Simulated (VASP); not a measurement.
Write the native input for VASP 6.6.1 that does the following.

- Task: relaxation of cell and atoms
- Functional: LDA
- Potentials or basis: VASP PAW LDA potentials, release 64 (Li_sv, H, Se)
- Cutoff: 600 eV
- k mesh: 8 × 8 × 8
- Occupations: gaussian, width 0.03 eV
- Spin: no spin polarisation
- Further INCAR settings: ALGO = Normal; EDIFF = 1e-07; IBRION = 2; EDIFFG = -0.005; NSW = 90; ISIF = 3

The structure of Li3HSe lies in POSCAR:

```
Li3HSe                                  
1.0
    3.8358291530      0.0000000000      0.0000000000
    0.0000000000      3.8358291530      0.0000000000
    0.0000000000      0.0000000000      3.8358291530
  Li              H               Se            
     3     1     1
Direct
     0.0000000000000000    0.5000000000000000    0.5000000000000000
     0.5000000000000000    0.0000000000000000    0.5000000000000000
     0.5000000000000000    0.5000000000000000    0.0000000000000000
     0.5000000000000000    0.5000000000000000    0.5000000000000000
     0.0000000000000000    0.0000000000000000    0.0000000000000000
```

The cell was built by a generator and needn't be a form met in nature.

The input as run:

INCAR

```
PREC = Accurate
ENCUT = 600
EDIFF = 1E-7
ISMEAR = 0
SIGMA = 0.03
LREAL = F
LASPH = T
NELM = 80
ALGO = Normal
ISIF = 3
LWAVE = F
LCHARG = F
GGA = CA
IBRION = 2
NSW = 90
EDIFFG = -0.005
```

KPOINTS

```
Automatic mesh
0
Gamma
  8 8 8
```

Potentials or basis: VASP PAW LDA potentials, release 64 (Li_sv, H, Se).

Run with:

```sh
$ cat potpaw_LDA.64/Li_sv/POTCAR potpaw_LDA.64/H/POTCAR potpaw_LDA.64/Se/POTCAR > POTCAR
$ mpirun -np 1 vasp_std > vasp.out
```

It gave:

```json
{
  "Relaxed volume": "11.30 Å³/atom",
  "Relaxed cell": "a = 3.837 Å, b = 3.837 Å, c = 3.837 Å, α = 90.00°, β = 90.00°, γ = 90.00°",
  "Space group after relaxing (to 0.05 Å)": "Pm-3m (No. 221)",
  "Energy gained by relaxing": "0.0 meV/atom",
  "Ionic steps": "2",
  "Pressure after relaxing": "0.0 GPa",
  "Band gap on the k mesh": "3.64 eV, indirect (least direct gap 4.21 eV)"
}
```

Caveat: the cutoff is under 1.25 times the usual one of these potentials, so pressure, stress and relaxed cells hold a basis-set (Pulay) error.

It took 21 s on 1 thread of Intel(R) Xeon(R) Platinum 8259CL CPU @ 2.50GHz (Skylake/Cascade Lake), with other jobs on the host, peak memory 0.17 GiB.
